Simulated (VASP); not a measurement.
# Pt (Im-3m) in VASP: notebook

The runs below take Pt through equation of state, with PBEsol, PBE.

Everything below comes from runs of VASP 6.6.1. Logs are shortened: lines on timing, memory, paths and dates and some standing lists are left out, and cuts for length are marked.

### 1 Starting point

It takes space group Im-3m (No. 229, cubic). Conventional cell: a = 3.168 Å, b = 3.168 Å, c = 3.168 Å, α = 90.00°, β = 90.00°, γ = 90.00°. Pt (site symmetry m-3m) is surrounded by 8 Pt at 2.74 Å.

This isn't the form of Pt at room conditions, which is fcc.

### 2 Equation of state, PBEsol, 14.95 Å³/atom (volume scaled by 0.94)

File INCAR:

```
SYSTEM = Pt
  PREC = Accurate
  ENCUT = 520
  EDIFF = 1E-7
  ISMEAR = -1
  SIGMA = 0.05
  LREAL = .False.
  LASPH = .True.
  NELM = 100
  ALGO = Normal
  ISIF = 2
  LWAVE = .False.
  LCHARG = .False.
  GGA = PS
  NBANDS = 11
```

File KPOINTS:

```
Automatic mesh
0
Gamma
  12 12 12
  0 0 0
```

File POSCAR:

```
Pt
1.0
   -1.5518799051      1.5518799051      1.5518799051
    1.5518799051     -1.5518799051      1.5518799051
    1.5518799051      1.5518799051     -1.5518799051
Pt
1
Direct
    0.0000000000      0.0000000000      0.0000000000
```

Potentials or basis: VASP PAW PBE potentials, release 64 (Pt).

On the command line:

```
$ cat potpaw_PBE.64/Pt/POTCAR > POTCAR
$ mpirun -np 1 vasp_std > vasp.out
```

OUTCAR:

```text
SYSTEM = Pt
   PREC = Accurate
   ENCUT = 520
   EDIFF = 1E-7
   ISMEAR = -1
   LREAL = .False.
   LASPH = .True.
   NELM = 100
   ISIF = 2
   GGA = PS

 Found     72 irreducible k-points:

 Following reciprocal coordinates:
            Coordinates               Weight
  0.000000  0.000000  0.000000      1.000000
  0.083333  0.000000  0.000000     12.000000
  0.166667  0.000000  0.000000     12.000000
  0.250000  0.000000  0.000000     12.000000
  0.333333  0.000000  0.000000     12.000000
  0.416667  0.000000  0.000000     12.000000
   k-points           NKPTS =     72   k-points in BZ     NKDIM =     72   number of bands    NBANDS=     11
   number of dos      NEDOS =    301   number of ions     NIONS =      1
   total plane-waves  NPLWV =   8000
   dimension x,y,z NGX =    20 NGY =   20 NGZ =   20
   dimension x,y,z NGXF=    40 NGYF=   40 NGZF=   40
   ions per type =               1
   NGX,Y,Z   is equivalent  to a cutoff of  12.37, 12.37, 12.37 a.u.
   NGXF,Y,Z  is equivalent  to a cutoff of  24.74, 24.74, 24.74 a.u.
 SYSTEM =  Pt
   PREC   = accura    normal or accurate (medium, high low for compatibility)
   ISTART =      0    job   : 0-new  1-cont  2-samecut
   ICHARG =      2    charge: 1-file 2-atom 10-const
   ISPIN  =      1    spin polarized calculation?
   LNONCOLLINEAR =      F non collinear calculations
   LSORBIT =      F    spin-orbit coupling
   LASPH  =      T    aspherical Exc in radial PAW
   ENCUT  =  520.0 eV  38.22 Ry    6.18 a.u.   5.00  5.00  5.00*2*pi/ulx,y,z
   NELM   =    100;   NELMIN=  2; NELMDL= -5     # of ELM steps
   EDIFF  = 0.1E-06   stopping-criterion for ELM
   LREAL  =      F    real-space projection
   EDIFFG = 0.1E-05   stopping-criterion for IOM
   NSW    =      0    number of steps for IOM
   IBRION =     -1    ionic relax: 0-MD 1-quasi-New 2-CG
   NFREE  =      0    steps in history (QN), initial steepest desc. (CG)
   ISIF   =      2    stress and relaxation
   ISYM   =      2    0-nonsym 1-usesym 2-fastsym
   POTIM  = 0.5000    time-step for ionic-motion
   TEBEG  =    0.0;   TEEND  =   0.0 temperature during run
   PSTRESS=    0.0 pullay stress
   NELECT =      10.0000    total number of electrons
   NUPDOWN=      -1.0000    fix difference up-down
   EMIN   =  10.00;   EMAX   =-10.00  energy-range for DOS
   EFERMI =   0.00;   METHOD = LEGACY
   ISMEAR =    -1;   SIGMA  =   0.05  broadening in eV -4-tet -1-fermi 0-gaus
   EFERMI_NEDOS =   21; number of points for ismear=-14 and -15
   IALGO  =     38    algorithm
   IMIX   =      4    mixing-type and parameters
     AMIX     =   0.40;   BMIX     =  1.00
     AMIX_MAG =   1.60;   BMIX_MAG =  1.00
  volume/ion in A,a.u.               =      14.95       100.89
  Fermi-wavevector in a.u.,A,eV,Ry     =   1.431737  2.705592 27.890204  2.049872
  Thomas-Fermi vector in A             =   2.551441
   LORBIT       =      0    0 simple, 1 ext, 2 COOP (PROOUT), +10 PAW based schemes
   GGA     = PS    functional components
   LHFCALC =     F    Hartree Fock is set to
   AEXX    =    0.0000 exact exchange contribution
   IVDW    =     0    specifies the selected vdW correction
   LEPSILON=     F    determine dielectric tensor
   LRPA    =     F    only Hartree local field effects (RPA)
 non-spin polarized calculation
  energy-cutoff  :      520.00
  volume of cell :       14.95
 maximum number of plane-waves:       420
   NGX =  9   NGY =  9   NGZ =  9

 number of electron      10.0000000 magnetization

 Free energy of the ion-electron system (eV)
  ---------------------------------------------------
  ext. energy  EPLUGINS =         0.00000000
  ---------------------------------------------------
  free energy    TOTEN  =        -6.86631751 eV

  energy without entropy =       -6.86077181  energy(sigma->0) =       -6.86354466

 E-fermi :  10.9526     XC(G=0): -13.6722

 val. band max:       10.9048297335   @ k =   0.5000   0.5000   0.4167
 cond. band min:      11.0030189529   @ k =  -0.4167  -0.4167   0.1667
 fundamental gap:      0.0981892194
 Fermi energy:        10.9526402630

 k-point     1 :       0.0000    0.0000    0.0000
  band No.  band energies     occupation
      1       0.8823      2.00000
      2       7.2374      2.00000
      3       7.2374      2.00000
      4       7.2374      2.00000
      5       9.9622      2.00000
      6       9.9622      2.00000
      7      28.0928      0.00000
      8      28.0928      0.00000
      9      28.0928      0.00000
     10      38.8099      0.00000
     11      38.8099      0.00000

 k-point     2 :       0.0833    0.0000    0.0000
  band No.  band energies     occupation
      1       1.1790      2.00000
      2       7.1164      2.00000
      3       7.2338      2.00000
      4       7.4821      2.00000
      5       9.8078      2.00000
      6       9.9705      2.00000
      7      28.2328      0.00000
      8      28.3682      0.00000
      9      28.5401      0.00000
     10      36.0473      0.00000
     11      36.7173      0.00000

 k-point     3 :       0.1667    0.0000    0.0000
  band No.  band energies     occupation
      1       2.0044      2.00000
      2       6.8002      2.00000
      3       7.1969      2.00000
      4       8.1917      2.00000
      5       9.5432      2.00000
      6      10.0043      2.00000
      7      28.2042      0.00000
      8      28.2993      0.00000
      9      29.8132      0.00000
     10      34.2416      0.00000
     11      34.3391      0.00000

 k-point     4 :       0.2500    0.0000    0.0000
  band No.  band energies     occupation
      1       3.0837      2.00000
      2       6.3982      2.00000
      3       7.2611      2.00000
      4       9.2819      2.00000
      5       9.4882      2.00000
      6      10.0780      2.00000
      7      26.0107      0.00000
      8      27.1764      0.00000
      9      31.7245      0.00000
     10      33.4873      0.00000
     11      34.2447      0.00000

 k-point     5 :       0.3333    0.0000    0.0000
  band No.  band energies     occupation
      1       3.7955      2.00000
      2       6.0253      2.00000
      3       8.0531      2.00000
      4       9.6749      2.00000
      5      10.1860      2.00000
      6      10.5748      1.99895
      7      22.5759      0.00000
      8      25.7274      0.00000
      9      30.4609      0.00000
     10      33.9698      0.00000
     11      35.1917      0.00000

 k-point     6 :       0.4167    0.0000    0.0000
  band No.  band energies     occupation
      1       3.9159      2.00000
      2       5.7680      2.00000
      3       9.4606      2.00000
      4      10.1639      2.00000
      5      10.2896      2.00000
      6      11.7268      0.00000
      7      19.3724      0.00000
      8      24.6528      0.00000
      9      28.1865      0.00000
     10      35.5678      0.00000
     11      36.0167      0.00000

 [... further k-points ...]

------------------------ aborting loop because EDIFF is reached ----------------------------------------

  FORCE on cell =-STRESS in cart. coord.  units (eV):
  Direction    XX          YY          ZZ          XY          YZ          ZX
  --------------------------------------------------------------------------------------
  -------------------------------------------------------------------------------------
  Total        0.4037744      0.4037744      0.4037744     -0.0000000      0.0000000     -0.0000000
  in kB       43.2728074     43.2728074     43.2728074     -0.0000000      0.0000000     -0.0000000
  external PRESSURE =      43.2728074 kB  Pullay stress =       0.0000000 kB

 VOLUME and BASIS-vectors are now :
 -----------------------------------------------------------------------------
  energy-cutoff  :      520.00
  volume of cell :       14.95
      direct lattice vectors                 reciprocal lattice vectors
    -1.551879905  1.551879905  1.551879905     0.000000000  0.322189880  0.322189880
     1.551879905 -1.551879905  1.551879905     0.322189880  0.000000000  0.322189880
     1.551879905  1.551879905 -1.551879905     0.322189880  0.322189880  0.000000000

 POSITION                                       TOTAL-FORCE (eV/Angst)
 -----------------------------------------------------------------------------------
      0.00000      0.00000      0.00000         0.000000      0.000000     -0.000000
 -----------------------------------------------------------------------------------
    total drift:                                0.000000     -0.000000      0.000000

  FREE ENERGIE OF THE ION-ELECTRON SYSTEM (eV)
  ---------------------------------------------------
  free  energy   TOTEN  =        -6.8663175068 eV

  energy  without entropy=       -6.8607718072  energy(sigma->0) =       -6.86354466
```

Wall time 7.7 s (1 thread of Intel Xeon Platinum 8375C at 2.90GHz (Ice Lake), shared host); peak memory 0.13 GiB.

What came out:

- Free energy: -6.8663 eV
- Pressure: 4.3 GPa
- Band gap on the k mesh: none (metal or under the smearing width)

Caveat: the PAW data sets were made with another functional, which shifts forces and pressure a little.

### 3 Equation of state, PBEsol, 15.27 Å³/atom (volume scaled by 0.96)

INCAR is that of step 2.

KPOINTS is that of step 2.

File POSCAR:

```
Pt
1.0
   -1.5628089970      1.5628089970      1.5628089970
    1.5628089970     -1.5628089970      1.5628089970
    1.5628089970      1.5628089970     -1.5628089970
Pt
1
Direct
    0.0000000000      0.0000000000      0.0000000000
```

Potentials or basis: VASP PAW PBE potentials, release 64 (Pt).

On the command line:

```
$ cat potpaw_PBE.64/Pt/POTCAR > POTCAR
$ mpirun -np 1 vasp_std > vasp.out
```

It took 7.7 s on 1 thread of Intel Xeon Platinum 8375C at 2.90GHz (Ice Lake), shared host; peak memory 0.13 GiB.

The run converged. Its results:

```
Free energy            : -6.8691 eV
Pressure               : -1.7 GPa
Band gap on the k mesh : none (metal or under the smearing width)
```

Caveat: the PAW data sets were made with another functional, which shifts forces and pressure a little.

[end of part 1 of 2]
